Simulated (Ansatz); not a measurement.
# Compressing SnTe: a fit and a missing row

SnTe, Fm-3m, a = 6.413 Å. Ansatz: PBE, PAW, 420 eV, Γ-centred 10×10×10 mesh on 2 atoms, Gaussian smearing 0.01 eV; no spin polarisation. Symmetry fixes shape and atoms, so the cell is only scaled; pressure is positive in compression.

| V (Å³/atom) | P (GPa) |
| --- | --- |
| 30.990 | ? |
| 31.979 | 1.22 |
| 32.968 | -0.04 |
| 33.957 | -1.16 |
| 34.946 | -2.11 |

Take V0 = 32.968 Å³/atom, count pressures from its P0 = -0.04 GPa, fit the third-order Birch–Murnaghan form to the other rows, and predict the missing pressure.

With the Eulerian strain f = ½[(V0/V)^(2/3) − 1] and y = (P − P0)/[3f(1 + 2f)^(5/2)], the form is the line y = B0 + 1.5 B0 (B0′ − 4) f. Rows (f, y): 0.01026, 38.9; -0.00976, 40.2; -0.01905, 39.9. Means f = -0.006183, y = 39.667; Σ(Δf)² = 0.0004487, ΣΔfΔy = -0.01752; the slope is their ratio. y = 39.43 − 39.04 f GPa, so B0 = 39.4 GPa and B0′ = 4 + 2 × (-39.04)/(3 × 39.43) = 3.34. At V = 30.990, f = 0.02106, y = 38.61 and P = 2.66 GPa. The run gave 2.77 GPa, so the fit is 0.11 GPa too low, 2.3 % of the span of the series, against an rms of 0.01 GPa on the fitted rows. The row lies outside the fitted range. The records show no cause, and too few rows are left to test a further term.